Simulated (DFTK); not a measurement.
Zn:

```xyz
2
Lattice="2.6700 0.0000 0.0000 -1.3350 2.3123 0.0000 0.0000 0.0000 4.9660" Properties=species:S:1:pos:R:3 pbc="T T T"
Zn    1.3350    0.7708    3.7245
Zn    0.0000    1.5415    1.2415
```

Base run:

```yaml
Program: DFTK 0.8.2
Functional: r2SCAN
Potentials_or_basis: SG15 1.2 (PBE)
Cutoff: 1225 eV
k_mesh: 11 × 11 × 6
Occupations: fermi-dirac, width 0.05 eV
Spin: no spin polarisation
```

Its results: band gap on the k mesh none (metal or under the smearing width); pressure -3.8 GPa.

**Question.** The run is repeated on the same cell with these changes: potentials or basis from SG15 1.2 (PBE) to in-house norm-conserving set (r2SCAN, scalar relativistic); cutoff from 1225 eV to 1306 eV; k mesh from 11 × 11 × 6 to 7 × 7 × 4. What comes out?

**Answer.** Band gap on the k mesh none (metal or under the smearing width); pressure -5.2 GPa.

Caveats: some runs use coarse meshes; the potentials were made for another functional, which shifts forces and pressure (some runs); the program warned that the kinetic-energy density falls under its von Weizsäcker bound, which can give unphysical results (some runs).

Not every run made on this cell is shown here.
